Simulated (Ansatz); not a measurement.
# Ansatz 0.2.0, settings compared: Mo

The input file (Ansatz 0.2.0, plane waves):

```yaml
crystal:
  lattice:
    - [-1.58219, 1.58219, 1.58219]
    - [1.58219, -1.58219, 1.58219]
    - [1.58219, 1.58219, -1.58219]
  atoms:
    - { symbol: Mo, position: [0.0, 0.0, 0.0] }
  symmetry: { tolerance: 0.0003 }
kpoints:
  mp_grid: { grid: [8, 8, 8], shift: [0, 0, 0] }
magnetization:
  spin_polarized: false
scf:
  occupations: { method: fermi_dirac }
hamiltonian:
  pseudopotentials: { kind: paw }
  xc: r2scan
basis:
  ecutwfc: 500
output:
  forces: true
  stress: true
  eigenvalues: true
  write_density: true
  write_potential: true
  elf: true
  volumetric_format: npy
```

Run with:

```bash
ansatz run input.yaml --threads 1 --pin off --max-ram 2560MiB --backend cpu --events-out ev --progress --plain --runs-dir out
```

Origin of the cell: a known structure type with other elements, at an estimated volume, so it need not be a known compound.

The smearing width isn't typed, so it takes its default of 0.1 eV.

Output of this run (shortened):

```
Pseudopotentials: kind: paw
Pseudopotential: Mo, paw, valence charge 14, recommended cutoff 500 eV (meta_gga), Mo.paw.azcp
Functional definition: r2SCAN
  exchange = r2scan_x(k0 = k0, k1 = k1, a1 = a1)
  correlation = r2scan_c
Crystal: 1 atoms, lattice volume = 15.843 Å³
Basis set: ecut = 500 eV, 381 PW (Γ), exchange–correlation on 80×80×80 points (64 copies of the dense FFT grid, shifted against one another)
Bands: 11, of which v1, the nominal top of the filled ones, is band 7 counted from 1 (6 counted from 0)
Symmetry: 48 space group operations
Space group: Im-3m (ITA 229), of the structure as read, at distance tolerance 7.5e-4 Å
k-points: 29 of 512
[… 3 lines left out …]
Initial density: superposition of atomic densities (neutral atoms: chi_scale 0, normalization atom), corrected by the library's trained network
Functional: x = r2scan, c = r2scan; τ floored in thin density (d = 2e-4 eV/Å³)
SCF iter   1: F=—  HF=-4967.587933 eV  Δρ=1.01e-2  dr2=1.32e-2  dr2_τ=2.08e-2
SCF iter   2: F=—  HF=-4967.586954 eV  Δρ=3.34e-3  dr2=3.25e-4  dr2_τ=5.55e-4
SCF iter   3: F=—  HF=-4967.587232 eV  Δρ=1.57e-3  dr2=7.36e-5  dr2_τ=1.80e-5
SCF iter   4: F=—  HF=-4967.587318 eV  Δρ=6.08e-5  dr2=2.37e-7  dr2_τ=4.19e-8
SCF iter   5: F=-4967.587318 eV  HF=-4967.587318 eV  Δρ=8.26e-6  dr2=8.41e-9  dr2_τ=2.14e-9
SCF iter   6: F=-4967.587318 eV  HF=-4967.587318 eV  Δρ=1.06e-6  dr2=1.26e-10  dr2_τ=8.18e-12
SCF 1 converged in 6 iterations: F = -4967.587318 eV  dr2 = 1.26e-10
SCF converged after 6 iterations
Free energy (F): -4967.587318 eV
Harris-Foulkes:  -4967.587318 eV  (|F-HF|=4.64e-11)
Internal energy: -4967.564576 eV  (E = F + TS)
E sigma→0 (E₀):  -4967.575947 eV
Entropy (-TS):   -0.022742 eV (-22.742 meV/atom)
Fermi energy:    20.610427 eV
--- Per-component energies (eV) ---
  E_band       = -72.071715
  E_kinetic    = 439.297434
  E_local      = -790.569340  (includes V_loc(G=0)·N_el)
  E_nonlocal   = 141.997181
  E_hartree    = 260.293129
  E_xc         = -178.377433
  E_vxc        = -256.058647  (∫ρ·V_xc dr)
  E_paw        = -3217.056694  (= ΣΔE_a)
  E_vpaw       = -144.282270  (= ΣTr[D̂ρ^β])
  E_aug_tail   = 0.000003  (compensation charges beyond the density's cutoff)
  E_vtau       = 16.957343  (kinetic-family band-sum trace: ∫τ·v_τ [+ j·A + Jᵃ·Aᵃ] dr)
  E_ewald      = -1622.927653
  E_core_change = -0.221204  (= ΣΔE_core)
  E_smearing   = -0.022742  (= −TS)
  Σ components = -4967.587318   (vs F -4967.587318, Δ=0.00e0)
--- Forces (eV/Å), atoms counted from 1 ---
  atom   1  Mo    -0.000000    -0.000000    -0.000000
  max |Σ_I F_I| component: 0.0 eV/Å
--- Stress (GPa, compression-positive) ---
       -2.726190      -0.000000       0.000000
       -0.000000      -2.726190       0.000000
       -0.000000      -0.000000      -2.726190
  P = ⅓ Tr σ = -2.7262 GPa (-27.262 kbar)
```

The same input was run again with these changes:

1. `scf.algorithm` default → density_mixing; `basis.ecutrho_ratio` default → 8
2. `kpoints.mp_grid.shift` [0, 0, 0] → [0.5, 0.5, 0.5]; `hamiltonian.dispersion` default → d3bjatm
3. `scf.initial_density.chi_scale` default → 0.1
4. `scf.occupations` { method: fermi_dirac } → { method: fixed }; `scf.max_iter` default → 75

```tsv
run	end	SCF iterations	P (GPa)	max force component (eV/Å)	moment (μB)	ΔE(σ→0) (meV/atom)
base	converged	6	-2.73	0.000	–	0
1	converged	6	-2.73	0.000	–	0.00
2	converged	6	-5.27	0.000	–	–
3	converged	6	-2.73	0.000	–	0.00
4	converged	6	2.42	0.000	–	260.45
```

Energies are compared only where functional, datasets, charge and starting cell are the same.

Not properties of the system: run 4 (fixed occupations whatever the gap).

Caveats of the base run: no moments, though an odd count or open d shells may carry them; the k mesh is coarse if the cell is a metal.

The base run took 1.5 s of wall time on 1 CPU thread(s) of a shared host, from the program's own first density.
